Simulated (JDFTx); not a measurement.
Al2Pt: Wannier functions with SOGGA

Crystal: Al2Pt.

```
CELL_PARAMETERS angstrom
0.00000 3.09592 3.09592
3.09592 0.00000 3.09592
3.09592 3.09592 0.00000
ATOMIC_POSITIONS crystal
Pt 0.00000 0.00000 0.00000
Al 0.75000 0.75000 0.75000
Al 0.25000 0.25000 0.25000
```

The cell isn't the ideal one: cell stretched.

* Program: JDFTx 1.7.0 (patched build)
* Task: Wannier functions
* Functional: SOGGA
* Potentials or basis: Ansatz-NC-SR-r2SCAN with smoothed tails
* Cutoff: 1143 eV
* Density cutoff: 9143 eV
* k mesh: 6 × 6 × 6
* Occupations: fermi-dirac, width 0.05 eV
* Spin: no spin polarisation
* Local potential set to -Z/r beyond: 6 bohr
* Localization measure: FiniteDifference
* Trial orbitals: atomic
* Projection thresholds: [0.1, 0.9]
* Ignore p till group: 12
* Bands: 39
* Density cutoff over wavefunction cutoff: 8
* Max SCF steps: 100
* SCF threshold on the energy: 1e-09 Ha
* Solver of the electrons: scf
* Further solve for the empty bands: no
* Start: saved state of an earlier run

* Total Wannier spread: 37.93 Å² over 14 functions

Wannier centres (Å) and spreads (Å²):
```tsv
function	x	y	z	spread
1	0.000	0.000	0.000	4.524
2	0.000	0.000	0.000	1.202
3	0.000	0.000	0.000	1.202
4	0.000	0.000	0.000	1.068
5	0.000	0.000	0.000	1.202
6	0.000	0.000	0.000	1.068
7	4.644	4.644	4.644	2.034
8	4.644	4.644	4.644	3.932
9	4.644	4.644	4.644	3.932
10	4.644	4.644	4.644	3.932
11	1.548	1.548	1.548	2.034
12	1.548	1.548	1.548	3.932
13	1.548	1.548	1.548	3.932
14	1.548	1.548	1.548	3.932
```

Wall time 8.4 s on 1 thread of Arm Neoverse V2, on a shared host, peak memory 0.15 GiB.

Caveat: the exchange is paired with PBEsol's correlation energy; from symmetric atomic orbitals the minimisation can stall on a saddle, with spreads up to half too large. Spin-orbit coupling is left out, which matters for the levels of Pt.
